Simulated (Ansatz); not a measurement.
CoO:

```
Co O
1.0
    -1.50800    1.50800    2.10725
     1.50800   -1.50800    2.10725
     1.50800    1.50800   -2.10725
Co O
1 1
Cartesian
  0.0000 0.0000 0.0000
  0.0000 0.0000 2.1072
```

- Program: Ansatz 0.2.0
- Task: relaxation of cell and atoms
- Functional: PBEsol
- Potentials or basis: all-electron LAPW, scalar-relativistic
- Basis error allowed: 0.001 eV/atom
- k mesh: 12 × 12 × 12
- Occupations: fermi-dirac, width 0.05 eV
- Spin: collinear spin, ferromagnetic start
- Starting moments: [2.0, 0.0] μB

At the start: volume 9.58 Å³/atom.

How do energy, volume and symmetry change on relaxing?

Over 7 steps the energy falls by 15.3 meV/atom and the volume is 9.05 Å³/atom (-5.5 %); space group Fm-3m (No. 225, to 0.05 Å); moment 2.76 μB per cell.

Step by step:
```
step  energy change (eV)  largest force (eV/Å)  volume (Å³)
   1              0.0000                0.0000        19.17
   2             -0.0220                0.0000        18.67
   3             -0.0305                0.0000        18.12
   4             -0.0305                0.0000        18.11
   5             -0.0306                0.0000        18.11
   6             -0.0306                0.0000        18.11
   7             -0.0306                0.0000        18.11
```

Final structure:
```
CELL_PARAMETERS angstrom
-1.47409 1.47409 2.08354
1.47409 -1.47409 2.08354
1.47409 1.47409 -2.08354
ATOMIC_POSITIONS crystal
Co 0.00000 0.00000 0.00000
O 0.50000 0.50000 0.00000
```

Caveat: a cell with one magnetic atom can't hold antiferromagnetic order, which such compounds often take.
